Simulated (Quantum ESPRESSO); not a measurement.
## HfC in Quantum ESPRESSO: the effect of functional

Crystal: HfC.

```
CELL_PARAMETERS angstrom
0.00000 2.32500 2.32500
2.32500 0.00000 2.32500
2.32500 2.32500 0.00000
ATOMIC_POSITIONS crystal
Hf 0.50000 0.50000 0.50000
C 0.00000 0.00000 0.00000
```

Alike in all runs:

* Program: Quantum ESPRESSO 7.5
* Task: phonons
* Cutoff: 612 eV
* Density cutoff: 4898 eV
* k mesh: 10 × 10 × 10
* Occupations: cold, width 0.2 eV
* Spin: no spin polarisation

Each run relaxes the cell or the atoms first.

**Question.** One run gave: relaxed volume 11.99 Å³/atom; highest phonon frequency 464 cm⁻¹. Which functional did it use?
A. vdW-DF-cx
B. WC
C. AM05
D. LDA
E. PBEsol

**Answer.** D.

```tsv
functional	potentials or basis	relaxed volume (Å³/atom)	highest phonon frequency (cm⁻¹)
LDA	GBRV 1.5 LDA	11.99	464
PBEsol	GBRV 1.5 PBEsol	12.25	451
WC	GBRV 1.5 PBE	12.31	447
AM05	GBRV 1.5 PBE	12.22	458
RPBE	GBRV 1.5 PBE	12.77	407
vdW-DF-cx	GBRV 1.5 PBE	12.25	453
```

Caveats: the potentials were made for another functional, which shifts forces and pressure (some runs).

Runs at the PBE level aren't shown here.
